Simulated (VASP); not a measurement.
## VASP 6.6.1 run: ZnSe

INCAR

```
NBANDS = 16
ISIF = 2
NELM = 77
LCHARG = .FALSE.
EDIFF = 0.001
LREAL = .FALSE.
SIGMA = 0.01
ENCUT = 520
ISMEAR = 0
LASPH = .TRUE.
IBRION = -1
PREC = Accurate
LWAVE = .FALSE.
NSW = 0
GGA = CA
```

KPOINTS

```
KPOINTS created by Atomic Simulation Environment
0
Gamma
8 8 8
0 0 0
```

POSCAR

```
Zn Se
 1.0000000000000000
     0.0000000000000000    2.8324206797113822    2.8324206797113822
     2.8324206797113822    0.0000000000000000    2.8324206797113822
     2.8324206797113822    2.8324206797113822    0.0000000000000000
 Zn  Se
   1   1
Cartesian
  0.0000000000000000 -0.0000000000000000  0.0000000000000000
  1.4162103398556911  1.4162103398556911  1.4162103398556911
```

The recommended LDA PAW datasets give the neutral cell 18 valence electrons.

Command

```
mpirun -np 1 vasp_std
```

OSZICAR

```
N       E                     dE             d eps       ncg     rms          rms(c)
DAV:   1     0.843547446040E+02    0.84355E+02   -0.87622E+03   928   0.127E+03
DAV:   2    -0.220522529418E+01   -0.86560E+02   -0.81587E+02  1032   0.249E+02
DAV:   3    -0.761359992127E+01   -0.54084E+01   -0.53867E+01  1152   0.610E+01
DAV:   4    -0.765839867070E+01   -0.44799E-01   -0.44795E-01  1112   0.579E+00
DAV:   5    -0.765862616553E+01   -0.22749E-03   -0.22749E-03  1184   0.379E-01    0.479E+00
DAV:   6    -0.738151261757E+01    0.27711E+00   -0.55086E-01  1368   0.245E+01    0.365E+00
DAV:   7    -0.735658106714E+01    0.24932E-01   -0.14297E-01  1112   0.362E+00    0.153E+00
DAV:   8    -0.735220356739E+01    0.43775E-02   -0.30756E-03  1200   0.710E-01    0.400E-01
DAV:   9    -0.735166991911E+01    0.53365E-03   -0.82167E-04   560   0.237E-01
   1 F= -.73516699E+01 E0= -.73516699E+01  d E =-.360026E-37
```

From OUTCAR

```
k-points           NKPTS =     29   k-points in BZ     NKDIM =     29   number of bands    NBANDS=     16

   NELECT =      18.0000    total number of electrons

   dimension x,y,z NGX =    30 NGY =   30 NGZ =   30
   dimension x,y,z NGXF=    60 NGYF=   60 NGZF=   60

  energy-cutoff  :      520.00
  volume of cell :       45.45
      direct lattice vectors                 reciprocal lattice vectors
     0.000000000  2.832420680  2.832420680    -0.176527450  0.176527450  0.176527450
     2.832420680  0.000000000  2.832420680     0.176527450 -0.176527450  0.176527450
     2.832420680  2.832420680  0.000000000     0.176527450  0.176527450 -0.176527450

 k-points in reciprocal lattice and weights: KPOINTS created by Atomic Simulation Env
   0.00000000  0.00000000  0.00000000       0.002
   0.12500000  0.00000000  0.00000000       0.016
   0.25000000  0.00000000  0.00000000       0.016
   0.37500000  0.00000000  0.00000000       0.016
   0.50000000  0.00000000  0.00000000       0.008
   0.12500000  0.12500000  0.00000000       0.012
   0.25000000  0.12500000  0.00000000       0.047
   0.37500000  0.12500000  0.00000000       0.047
   ...

 E-fermi :   1.6076

 k-point     1 :       0.0000    0.0000    0.0000
  band No.  band energies     occupation
      1     -11.7784      2.00000
      2      -5.1623      2.00000
      3      -5.1623      2.00000
      4      -5.1623      2.00000
      5      -4.8019      2.00000
      6      -4.8019      2.00000
      7       1.5204      2.00000
      8       1.5204      2.00000
      9       1.5204      2.00000
     10       2.5930      0.00000
     11       7.2196      0.00000
     12       7.2196      0.00000
     13       7.2196      0.00000
     14      11.1659      0.00000
     15      12.9978      0.00000
     16      12.9978      0.00000

 k-point     2 :       0.1250    0.0000    0.0000
  band No.  band energies     occupation
      1     -11.6768      2.00000
      2      -5.1553      2.00000
      3      -5.1467      2.00000
      4      -5.1467      2.00000
      5      -4.8033      2.00000
      6      -4.8033      2.00000
      7       0.1416      2.00000
      8       1.3660      2.00000
      9       1.3660      2.00000
     10       3.6313      0.00000
     11       7.1389      0.00000
     12       7.4750      0.00000
     13       7.4750      0.00000
     14      12.0534      0.00000
     15      12.1541      0.00000
     16      12.1541      0.00000

 k-point     3 :       0.2500    0.0000    0.0000
  band No.  band energies     occupation
      1     -11.4129      2.00000
      2      -5.1125      2.00000
      3      -5.1125      2.00000
      4      -5.0992      2.00000
      5      -4.8019      2.00000
      6      -4.8019      2.00000
      7      -1.5996      2.00000
      8       1.0373      2.00000
      9       1.0373      2.00000
     10       4.1007      0.00000
     11       7.8549      0.00000
     12       7.8549      0.00000
     13       7.9319      0.00000
     14      11.9025      0.00000
     15      11.9025      0.00000
     16      11.9891      0.00000

 ...

  Total       -0.8191121     -0.8191121     -0.8191121      0.0000000      0.0000000     -0.0000000
  in kB      -28.8769045    -28.8769045    -28.8769045      0.0000000      0.0000000     -0.0000000
  external PRESSURE =     -28.8769045 kB  Pullay stress =       0.0000000 kB

 POSITION                                       TOTAL-FORCE (eV/Angst)
 -----------------------------------------------------------------------------------
      0.00000      0.00000      0.00000        -0.000000      0.000000     -0.000000
      1.41621      1.41621      1.41621         0.000000     -0.000000      0.000000
 -----------------------------------------------------------------------------------
    total drift:                               -0.000001     -0.000001     -0.000001

  FREE ENERGIE OF THE ION-ELECTRON SYSTEM (eV)
  ---------------------------------------------------
  free  energy   TOTEN  =        -7.3516699191 eV

  energy  without entropy=       -7.3516699191  energy(sigma->0) =       -7.35166992
```

It converged. Results: gap between bands v and c on the k mesh 1.07 eV; least direct gap on the k mesh 1.07 eV; pressure -2.9 GPa. Band v is the last that the valence electrons fill when counted band by band, and c is the next.

For comparison, a separate LDA run of the intended cell, on usual settings and not on those above, gives a gap of 1.07 eV on its mesh and a pressure of -3.0 GPa.

The run above took about 16 s on one core of a shared host (Intel Xeon Platinum 8488C) and held 0.16 GiB at most.
